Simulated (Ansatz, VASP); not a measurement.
# CsCdCl3 in two plane-wave programs, part 3 of 3

Wanted: the spread between two codes on one cell, functional and k mesh. The cell is taken from a series of VASP runs on this material, whose earlier steps may have relaxed, scaled or displaced it; both programs get it as it stands.

VASP 6.6.1 and Ansatz 0.2.0.

So far: The starting structure; Ansatz: zone-centre phonons, LDA; VASP: zone-centre phonons, LDA.

### Step 3. VASP: zone-centre phonons, LDA (continued)

Level of this step: LDA; plane waves and PAW (Cs_sv, Cd, Cl) (VASP).

Numbers of over 12 decimals in the logs are rounded to 6 here.

From OUTCAR (step 3):

```text
ion  position               nearest neighbor table
   1  0.000  0.000  0.000-
   2  0.500  0.500  0.500-   3 2.54   4 2.54   5 2.54   3 2.54   4 2.54   5 2.54
   3  0.500  0.500  0.000-   2 2.54   2 2.54
   4  0.500  0.000  0.500-   2 2.54   2 2.54
   5  0.000  0.500  0.500-   2 2.54   2 2.54

  LATTYP: Found a simple cubic cell.
 ALAT       =     5.0723891935

 Subroutine GETGRP returns: Found 48 space group operations
 (whereof 48 operations were pure point group operations)

The static configuration has the point symmetry O_h .

 Found     35 irreducible k-points:

   k-points           NKPTS =     35   k-points in BZ     NKDIM =     35   number of bands    NBANDS=     27

   dimension x,y,z NGX =    40 NGY =   40 NGZ =   40
   dimension x,y,z NGXF=    80 NGYF=   80 NGZF=   80

   ENCUT  =  500.0 eV  36.75 Ry    6.06 a.u.   9.25  9.25  9.25*2*pi/ulx,y,z

   NELECT =      42.0000    total number of electrons

 k-points in reciprocal lattice and weights: Automatic mesh
   0.00000000  0.00000000  0.00000000       0.002
   0.12500000  0.00000000  0.00000000       0.012
   0.25000000  0.00000000  0.00000000       0.012
   0.37500000  0.00000000  0.00000000       0.012
   0.50000000  0.00000000  0.00000000       0.006
   0.12500000  0.12500000  0.00000000       0.023
   0.25000000  0.12500000  0.00000000       0.047
   0.37500000  0.12500000  0.00000000       0.047
   0.50000000  0.12500000  0.00000000       0.023
[...]
0.50000000  0.50000000  0.37500000       0.012
   0.50000000  0.50000000  0.50000000       0.002

 average (electrostatic) potential at core
       1 -46.9054       2 -40.0072       3 -97.1011       4 -97.1011       5 -97.1011

  Total        1.1316894      1.1316894      1.1316894     -0.0000000      0.0000000     -0.0000000
  in kB       13.8931303     13.8931303     13.8931303     -0.0000000      0.0000000     -0.0000000
  external PRESSURE =      13.8931303 kB  Pullay stress =       0.0000000 kB

  energy-cutoff  :      500.00
  volume of cell :      130.51
      direct lattice vectors                 reciprocal lattice vectors
     5.072389194  0.000000000  0.000000000     0.197145756  0.000000000  0.000000000
[...]
2    -0.00000    -2.15377    -0.00000
    3     0.00000     0.00000    -0.92603
 ion    5
    1    -2.15377     0.00000    -0.00000
    2     0.00000    -0.92603     0.00000
    3     0.00000     0.00000    -0.92603

 Eigenvectors and eigenvalues of the dynamical matrix
 ----------------------------------------------------

   1 f  =    8.490528 THz    53.347561 2PiTHz  283.213532 cm-1    35.113987 meV
             X         Y         Z           dx          dy          dz
      0.000000  0.000000  0.000000    -0.002258   -0.005112    0.000000
      2.536195  2.536195  2.536195     0.150461    0.340682   -0.000000
      2.536195  2.536195  0.000000     0.051854    0.117411    0.000000
      2.536195  0.000000  2.536195     0.051854   -0.832540    0.000000
      0.000000  2.536195  2.536195    -0.367689    0.117411   -0.000000

   2 f  =    8.490528 THz    53.347561 2PiTHz  283.213532 cm-1    35.113987 meV
             X         Y         Z           dx          dy          dz
      0.000000  0.000000  0.000000     0.000000    0.000000    0.005588
      2.536195  2.536195  2.536195    -0.000000   -0.000000   -0.372428
      2.536195  2.536195  0.000000    -0.000000   -0.000000    0.910119
      2.536195  0.000000  2.536195    -0.000000    0.000000   -0.128352
      0.000000  2.536195  2.536195     0.000000   -0.000000   -0.128352

   3 f  =    8.490528 THz    53.347561 2PiTHz  283.213532 cm-1    35.113987 meV
             X         Y         Z           dx          dy          dz
      0.000000  0.000000  0.000000    -0.005112    0.002258    0.000000
      2.536195  2.536195  2.536195     0.340682   -0.150461    0.000000
      2.536195  2.536195  0.000000     0.117411   -0.051854   -0.000000
      2.536195  0.000000  2.536195     0.117411    0.367689    0.000000
      0.000000  2.536195  2.536195    -0.832540   -0.051854    0.000000

   4 f  =    2.501193 THz    15.715458 2PiTHz   83.430813 cm-1    10.344098 meV
             X         Y         Z           dx          dy          dz
      0.000000  0.000000  0.000000     0.062330   -0.494681   -0.018951
      2.536195  2.536195  2.536195     0.022032   -0.174858   -0.006699
      2.536195  2.536195  0.000000    -0.074438    0.590779    0.003759
      2.536195  0.000000  2.536195    -0.074438    0.098117    0.022633
      0.000000  2.536195  2.536195    -0.012363    0.590779    0.022633

   5 f  =    2.501193 THz    15.715458 2PiTHz   83.430813 cm-1    10.344098 meV
             X         Y         Z           dx          dy          dz
      0.000000  0.000000  0.000000    -0.495003   -0.062525    0.004035
      2.536195  2.536195  2.536195    -0.174972   -0.022101    0.001426
      2.536195  2.536195  0.000000     0.591164    0.074671   -0.000800
      2.536195  0.000000  2.536195     0.591164    0.012401   -0.004819
      0.000000  2.536195  2.536195     0.098181    0.074671   -0.004819

   6 f  =    2.501193 THz    15.715458 2PiTHz   83.430813 cm-1    10.344098 meV
             X         Y         Z           dx          dy          dz
      0.000000  0.000000  0.000000     0.006376   -0.018297    0.498576
      2.536195  2.536195  2.536195     0.002254   -0.006468    0.176235
      2.536195  2.536195  0.000000    -0.007614    0.021851   -0.098890
      2.536195  0.000000  2.536195    -0.007614    0.003629   -0.595431
      0.000000  2.536195  2.536195    -0.001265    0.021851   -0.595431

   7 f  =    2.344257 THz    14.729401 2PiTHz   78.195996 cm-1     9.695063 meV
             X         Y         Z           dx          dy          dz
      0.000000  0.000000  0.000000    -0.000000   -0.000000   -0.000000
      2.536195  2.536195  2.536195    -0.000000   -0.000000   -0.000000
      2.536195  2.536195  0.000000    -0.704030    0.064822    0.000000
      2.536195  0.000000  2.536195     0.704030    0.000000   -0.011831
      0.000000  2.536195  2.536195     0.000000   -0.064822    0.011831

   8 f  =    2.344257 THz    14.729401 2PiTHz   78.195996 cm-1     9.695063 meV
             X         Y         Z           dx          dy          dz
      0.000000  0.000000  0.000000    -0.000000   -0.000000    0.000000
      2.536195  2.536195  2.536195     0.000000    0.000000   -0.000000
      2.536195  2.536195  0.000000    -0.064827   -0.704129   -0.000000
      2.536195  0.000000  2.536195     0.064827    0.000000   -0.000218
      0.000000  2.536195  2.536195     0.000000    0.704129    0.000218

   9 f  =    2.344257 THz    14.729401 2PiTHz   78.195996 cm-1     9.695063 meV
             X         Y         Z           dx          dy          dz
      0.000000  0.000000  0.000000    -0.000000   -0.000000   -0.000000
      2.536195  2.536195  2.536195    -0.000000    0.000000   -0.000000
      2.536195  2.536195  0.000000    -0.011801    0.000868    0.000000
      2.536195  0.000000  2.536195     0.011801    0.000000    0.707008
      0.000000  2.536195  2.536195     0.000000   -0.000868   -0.707008

  10 f  =    1.441384 THz     9.056481 2PiTHz   48.079388 cm-1     5.961082 meV
             X         Y         Z           dx          dy          dz
      0.000000  0.000000  0.000000     0.309543   -0.263597   -0.466883
      2.536195  2.536195  2.536195    -0.352303    0.300010    0.531378
      2.536195  2.536195  0.000000     0.087538   -0.074544    0.183070
      2.536195  0.000000  2.536195     0.087538    0.103359   -0.132033
      0.000000  2.536195  2.536195    -0.121375   -0.074544   -0.132033

  11 f  =    1.441384 THz     9.056481 2PiTHz   48.079388 cm-1     5.961082 meV
             X         Y         Z           dx          dy          dz
      0.000000  0.000000  0.000000    -0.045589    0.524215   -0.326191
      2.536195  2.536195  2.536195     0.051886   -0.596629    0.371250
      2.536195  2.536195  0.000000    -0.012892    0.148246    0.127903
      2.536195  0.000000  2.536195    -0.012892   -0.205551   -0.092246
      0.000000  2.536195  2.536195     0.017876    0.148246   -0.092246

  12 f  =    1.441384 THz     9.056481 2PiTHz   48.079388 cm-1     5.961082 meV
             X         Y         Z           dx          dy          dz
      0.000000  0.000000  0.000000    -0.534214   -0.197473   -0.242692
      2.536195  2.536195  2.536195     0.608010    0.224752    0.276218
      2.536195  2.536195  0.000000    -0.151074   -0.055845    0.095163
      2.536195  0.000000  2.536195    -0.151074    0.077432   -0.068633
      0.000000  2.536195  2.536195     0.209472   -0.055845   -0.068633

  13 f/i=    0.025155 THz     0.158056 2PiTHz    0.839095 cm-1     0.104035 meV
             X         Y         Z           dx          dy          dz
      0.000000  0.000000  0.000000    -0.028000   -0.598640    0.092641
      2.536195  2.536195  2.536195    -0.026673   -0.570268    0.088251
      2.536195  2.536195  0.000000    -0.014440   -0.308721    0.049020
      2.536195  0.000000  2.536195    -0.014440   -0.316759    0.047776
      0.000000  2.536195  2.536195    -0.014816   -0.308721    0.047776

  14 f/i=    0.025155 THz     0.158056 2PiTHz    0.839095 cm-1     0.104035 meV
             X         Y         Z           dx          dy          dz
      0.000000  0.000000  0.000000     0.605630   -0.029627   -0.008400
      2.536195  2.536195  2.536195     0.576927   -0.028223   -0.008001
      2.536195  2.536195  0.000000     0.312326   -0.015279   -0.004444
      2.536195  0.000000  2.536195     0.312326   -0.015677   -0.004332
      0.000000  2.536195  2.536195     0.320458   -0.015279   -0.004332

  15 f/i=    0.025155 THz     0.158056 2PiTHz    0.839095 cm-1     0.104035 meV
             X         Y         Z           dx          dy          dz
      0.000000  0.000000  0.000000    -0.012818   -0.092134   -0.599235
      2.536195  2.536195  2.536195    -0.012211   -0.087768   -0.570836
      2.536195  2.536195  0.000000    -0.006610   -0.047514   -0.317075
      2.536195  0.000000  2.536195    -0.006610   -0.048751   -0.309028
      0.000000  2.536195  2.536195    -0.006782   -0.047514   -0.309028

 MACROSCOPIC STATIC DIELECTRIC TENSOR IONIC CONTRIBUTION
 ------------------------------------------------------
           7.214659     0.000000     0.000000
           0.000000     7.214659     0.000000
           0.000000     0.000000     7.214659
 ------------------------------------------------------

 ELASTIC MODULI CONTR FROM IONIC RELAXATION (kBar)
 Direction    XX          YY          ZZ          XY          YZ          ZX
 --------------------------------------------------------------------------------
 XX           0.0000      0.0000      0.0000      0.0000      0.0000      0.0000
 YY           0.0000      0.0000      0.0000      0.0000      0.0000      0.0000
 ZZ           0.0000      0.0000      0.0000      0.0000      0.0000      0.0000
 XY           0.0000      0.0000      0.0000      0.0000      0.0000      0.0000
 YZ           0.0000      0.0000      0.0000      0.0000      0.0000      0.0000
 ZX           0.0000      0.0000      0.0000      0.0000      0.0000      0.0000
 --------------------------------------------------------------------------------

 PIEZOELECTRIC TENSOR IONIC CONTR  for field in x, y, z        (C/m^2)
          XX          YY          ZZ          XY          YZ          ZX
  --------------------------------------------------------------------------------
  x     0.00000     0.00000     0.00000     0.00000     0.00000     0.00000
  y     0.00000     0.00000     0.00000     0.00000     0.00000     0.00000
  z     0.00000     0.00000     0.00000     0.00000     0.00000     0.00000
```

Energies printed during the response cycles are not total energies of the cell. The dielectric response converges more slowly with the mesh than energies do, so tensor and charges may still move on a finer one.

### Step 4. Comparison

Known differences besides the potentials themselves: the two LDA forms differ slightly; the data sets hold 50 valence electrons in Ansatz (default PAW (the set named soft_2) files) and 42 in VASP; the cutoff is 420 eV in Ansatz and 500 eV in VASP; VASP's log shows a relativistic correction to its local exchange, Ansatz's none. Total energies have different zeros and are not compared.

The two programs side by side:

```
                                     quantity  Ansatz   VASP  difference
                                        ε∞ xx    3.75   3.72     +0.78 %
                                        ε∞ yy    3.75   3.72     +0.78 %
                                        ε∞ zz    3.75   3.72     +0.78 %
Born charge of Cs1 (mean of the diagonal) (e)    1.36   1.36        0.00
Born charge of Cd2 (mean of the diagonal) (e)    2.67   2.65       +0.02
Born charge of Cl3 (mean of the diagonal) (e)   -1.34  -1.34       -0.01
                   optical mode 1 to 3 (cm⁻¹)    49.7   48.1        +1.6
                   optical mode 4 to 6 (cm⁻¹)    78.2   78.2     -0.05 %
                   optical mode 7 to 9 (cm⁻¹)    83.1   83.4     -0.44 %
                 optical mode 10 to 12 (cm⁻¹)   275.9  283.2     -2.60 %
```

Modes are paired by rising frequency and degeneracy, not by their patterns, so a pair may still set unlike modes beside each other.

### Step 5. Other set-ups

Further runs change the set-up of one program: Ansatz's method, potentials or start, or VASP's data sets, cutoff or form of LDA. The table gives Ansatz less VASP for each quantity, since a change that brings one quantity closer may part another.

```
                              run  optical mode 1 to 3 (cm⁻¹)  optical mode 4 to 6 (%)  optical mode 7 to 9 (%)  optical mode 10 to 12 (%)
                         as above                         1.6                   -0.046                    -0.44                       -2.6
Ansatz's all-electron LAPW method                         1.5                    -0.14                    -0.49                       -2.5
```

### Step 6. Results

| Quantity | Value |
| --- | --- |
| r.m.s. difference of the optical zone-centre modes, each program's sorted by frequency (zone-centre phonons, LDA) | 3.8 cm⁻¹ |
| difference in optical mode 10 to 12 (zone-centre phonons, LDA) | -2.6 % |

**Reading.** The r.m.s. difference of the optical zone-centre modes, each program's sorted by frequency is 3.8 cm⁻¹ (zone-centre phonons, LDA). Among the rows given in per cent, the largest difference of the zone-centre phonons, LDA pair is in optical mode 10 to 12, -2.6 %. Zone-centre phonons, LDA, Ansatz's all-electron LAPW method: the difference in optical mode 4 to 6 goes from -0.046 to -0.14 %. How closely two codes agree says nothing of how well the functional describes the real material.

[Lines on the potential files, build, host, timing and source positions are cut from VASP's logs without a mark.]

[Logs are printed without paths, hosts, clocks, repeated set-up lines and the standing remarks that a program may print on its own settings, such as how far it seeks lower states.]

[Hosts, paths, dates, database ids (printed as entryN), source tags and the programs' standing remarks are cut or masked in the printed files.]
